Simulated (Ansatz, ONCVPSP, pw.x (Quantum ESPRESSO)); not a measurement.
**Tc: does the ONCV potential hold in the solid?**

```
Element                 : Tc (Z = 43)
Generator               : ONCVPSP 4.0.1
Type                    : optimised norm-conserving Vanderbilt (ONCV)
Functional              : PBE
Relativity              : scalar-relativistic
Frozen core             : [Ar] 3d10
Valence charge          : 15
Reference configuration : 4s2 4p6 4d5.5 5s1.5
Partial waves           : 4s+5s: rc 1.75 bohr, ncon 4, nbas 9, qcut 6.4 1/bohr, 2 projectors; 4p: rc 1.65 bohr, ncon 4, nbas 7, qcut 7.1 1/bohr, 1 projector; 4d: rc 1.55 bohr, ncon 4, nbas 7, qcut 6.9 1/bohr, 2 projectors, debl 2.1 Ha
Local potential         : polynomial inside 1.25 bohr (lpopt 5, dvloc0 0 Ha)
Core correction         : none
```

Atomic tests: cutoffs needed: 21 Ha and 35 Ha (the cutoffs (Ha) at which the residual kinetic energy of the hardest occupied pseudo-wave falls to 1 and 0.1 mHa per electron); ghost test: no bound ghost flagged; GHOST(+) flagged for s at 151.3 eV; largest excitation error: -3.4 meV (all-electron minus pseudo) for 4s2 4p6 4d5 5s0, out of 4 test configurations.

Crystal test: diamond Tc in pw.x 7.5, no spin, 8³ k-points, Fermi–Dirac smearing 0.01 Ry, cutoffs 80/320 Ry. The reference is all-electron LAPW (Ansatz 0.2.0) with the same functional, mesh and smearing; V0 and B0 come from Birch–Murnaghan fits to the pressures at five volumes. Errors are pseudo minus all-electron; Δ is the rms difference of the E(V) curves that follow from these fits, minima aligned, over ±6 % about the mean V0. Mesh and smearing are coarse, so the numbers serve the comparison and aren't converged zero-temperature values; the lattice is a test structure that the element need not adopt.

| V (Å³/atom) | P all-electron (GPa) | P pseudo (GPa) |
| --- | --- | --- |
| 20.207 | 8.57 | 7.73 |
| 20.739 | 3.99 | 3.15 |
| 21.271 | -0.01 | -0.85 |
| 21.803 | -3.52 | -4.34 |
| 22.335 | -6.58 | -7.38 |

All-electron: a0 = 5.541 Å (V0 = 21.27 Å³/atom), B0 = 149.7 GPa.

Pseudopotential: mean pressure error (GPa): -0.83; a0 (Å): 5.531; a0 error (%): -0.18; B0 error (%): +2.2; Δ (meV/atom): 3.8.

At the middle volume, how do free energy and pressure move when the wave cutoff is lowered (ecutrho kept at four times it)?

```tsv
cutoff (Ry)	shift of F (meV/atom)	shift of P (GPa)
36	+568.9	-21.97
48	+30.6	-1.74
64	+8.5	-0.03
```

The 8 pw.x runs together took about 3.3 min on one core of a shared server CPU.
